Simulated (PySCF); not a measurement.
Excited states between 380 and 750 nm. Vertical TDDFT excitations of isolated species (PySCF; the level stands beside each; core orbitals frozen in the response), one conformer each, no solvent.

1. `O=C1C=CC(=O)C1`
2. `BP[SiH2]Cl`
3. `COB(OC)B(Cl)Cl`
4. `[SiH3]N([SiH3])[Si@@H]1CC[SiH2]N1`
5. `CO[C@@]12C=C[C@@H]1C=C2F`
6. `C1=C[C@H]2CC[C@@H]1C2`

Question: For which of them does the calculation put a singlet between 380 and 750 nm?

Answer: 1.

1. (wB97X-D/def2-SVPD on a GFN2-xTB geometry) 385 nm (f 0.000); 314 nm (f 0.000); 217 nm (f 0.000); 208 nm (f 0.351); 195 nm (f 0.000). S1 lies in the visible range (380 to 750 nm), at 385 nm, dark in the vertical dipole picture (f under 0.0005); light of that wavelength is violet, and its complementary colour is yellow-green; a Tamm–Dancoff triplet lies at 440 nm, without intensity as long as spin–orbit coupling is left out.
2. (CAM-B3LYP/def2-SVPD on a PBE0-D3(BJ)/def2-SVP geometry) 256 nm (f 0.080); 219 nm (f 0.047); 201 nm (f 0.006); 195 nm (f 0.046); 184 nm (f 0.097).
3. (CAM-B3LYP/def2-SVPD on a PBE0-D3(BJ)/def2-SVP geometry) 246 nm (f 0.005); 212 nm (f 0.001); 194 nm (f 0.016); 182 nm (f 0.073); 172 nm (f 0.022).
4. (CAM-B3LYP/def2-SVPD on a PBE0-D3(BJ)/def2-SVP geometry) 192 nm (f 0.004); 188 nm (f 0.009); 177 nm (f 0.016); 177 nm (f 0.013); 171 nm (f 0.024).
5. (PBE0/def2-SVPD on a PBE0-D3(BJ)/def2-SVP geometry) 237 nm (f 0.001); 223 nm (f 0.003); 218 nm (f 0.021); 183 nm (f 0.007); 180 nm (f 0.008).
6. (wB97X-D/def2-SVPD on a PBE0-D3(BJ)/def2-SVP geometry) 187 nm (f 0.131); 176 nm (f 0.045); 163 nm (f 0.012); 155 nm (f 0.000); 155 nm (f 0.000).
